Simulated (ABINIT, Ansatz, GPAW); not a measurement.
**V: programs and potentials compared**

```
V
1.0
    -1.51435    1.51435    1.51435
     1.51435   -1.51435    1.51435
     1.51435    1.51435   -1.51435
V
1
Direct
  0.00000 0.00000 0.00000
```

Alike in all runs: task band structure; functional RPBE; k mesh 12 × 12 × 12; occupations fermi-dirac, width 0.05 eV; collinear spin, ferromagnetic start; no spin-orbit coupling. Pressure is positive in compression and, in plane waves, holds the error of the finite cutoff, which Ansatz's Pulay term estimates and takes out.

```tsv
program and potentials	plane-wave cutoff (eV)	notes	pressure (GPa)	net moment per atom (μB)
Ansatz, Ansatz PAW	420	potentials made for PBE, which Ansatz adapts in part; Pulay term of +0.12 GPa included	-1.21	0.00
GPAW, the program's PAW data sets (release 1.2.1) made for this functional	600	-	0.32	0.00
ABINIT, JTH PAW PBE v2.0	408	potentials made for PBE	-0.80	0.00
```

The pressure spans -1.21 (Ansatz, Ansatz PAW) to 0.32 GPa (GPAW, the program's PAW data sets (release 1.2.1) made for this functional). All agree on the net moment per atom. Some sets were made for another functional than the one run, which can shift their rows. The state is the one that the start led to, which needn't be the lowest.

Differences between rows come from potentials, basis sets and numerical settings, since the functional is the same but for its coding. Runs on potential files found faulty are left out.

At this fixed bcc cell, vanadium is close to mechanical equilibrium in all three calculations. The pressures are small beside the bulk modulus of a transition metal with strong d bonding, so they correspond to only slight changes in lattice constant. Their sign is not settled, however: the cell would tend to contract at -1.21 and -0.80 GPa, but to expand at 0.32 GPa. The Pulay term of +0.12 GPa is too small to account for the gap between the Ansatz and GPAW rows, which probably owes more to the treatment of the core and its exchange-correlation potential.

The moment vanishes in every row despite the ferromagnetic start, in line with vanadium's known paramagnetism. Its extended 3d orbitals overlap strongly and form broad bands, so the exchange energy gained by spin polarisation does not repay the cost in band energy, and the Stoner criterion is not met. Antiferromagnetic order remains untested, since a cell with one atom cannot accommodate it.
